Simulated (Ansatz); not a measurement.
# TiO2 (Fm-3m): one-shot GW input and result

Computed with G0W0@PBE, plasmon-pole screening, hard PAW set made for 700 eV (Ansatz).

Input files:

```yaml
crystal:
  lattice:
    - [0.0, 2.330475, 2.330475]
    - [2.330475, 0.0, 2.330475]
    - [2.330475, 2.330475, 0.0]
  atoms:
    - { symbol: Ti, position: [0.0, 0.0, 0.0] }
    - { symbol: O, position: [0.25, 0.25, 0.25] }
    - { symbol: O, position: [0.75, 0.75, 0.75] }
basis:
  precision: f64
  xc_grid: 2
  ecutwfc: 700
  ecutrho_ratio: 4
kpoints:
  mp_grid: { grid: [4, 4, 4], shift: [0, 0, 0] }
hamiltonian:
  xc: pbe
  dispersion: none
  pseudopotentials:
    kind: paw
    azcp:
      O: "pseudopotentials/O.paw.azcp"
      Ti: "pseudopotentials/Ti.paw.azcp"
magnetization:
  spin_polarized: false
scf:
  lower_state_search: "off"
  max_iter: 200
  occupations: { method: fixed }
  convergence: { dr2_threshold: "1e-10 eV" }
output: {}
gw:
  n_empty_bands: 163
  ecut_chi: 200
  ecutfock_ratio: 2
  qp_bands: [v8, c2]
  plasmon_pole_fit_frequency: 29.52
```

Levels count from the highest filled Kohn-Sham level listed; ε_QP = ε_KS + Z(Σ − Vxc). VB is the top filled band, CB the lowest empty one. Points in brackets are given in fractions of the reciprocal vectors.

| k | band | ε_KS (eV) | Σx − Vxc (eV) | Σc (eV) | Z | ε_QP (eV) |
| --- | --- | --- | --- | --- | --- | --- |
| Γ | VB | -0.95 | -4.63 | 4.43 | 0.77 | -1.10 |
| Γ | CB | 1.20 | 8.77 | -7.31 | 0.78 | 2.33 |
| (0, -0.5, -0.5) | VB | 0.00 | -4.26 | 4.20 | 0.77 | -0.05 |
| Γ | VB-3 | -6.65 | -5.92 | 5.41 | 0.74 | -7.02 |
| Γ | CB+1 | 1.20 | 8.77 | -7.31 | 0.78 | 2.33 |

The gap (from k = (0, -0.5, -0.5) to Γ) opens from 1.20 eV to 2.38 eV.

Electronic (ion-clamped) dielectric constant on this mesh, from the head of the inverse dielectric matrix: 9.7.

The cell is a model at fixed atoms and needn't be the relaxed known crystal. The mesh is coarse, so these are values at the stated settings, not converged ones. Band sums or response are cut, so the gap isn't at its basis limit. The gap is read on the mesh, and the crystal's band edges can lie off it. Meshes this coarse can overestimate the dielectric constant by a tenth and more.
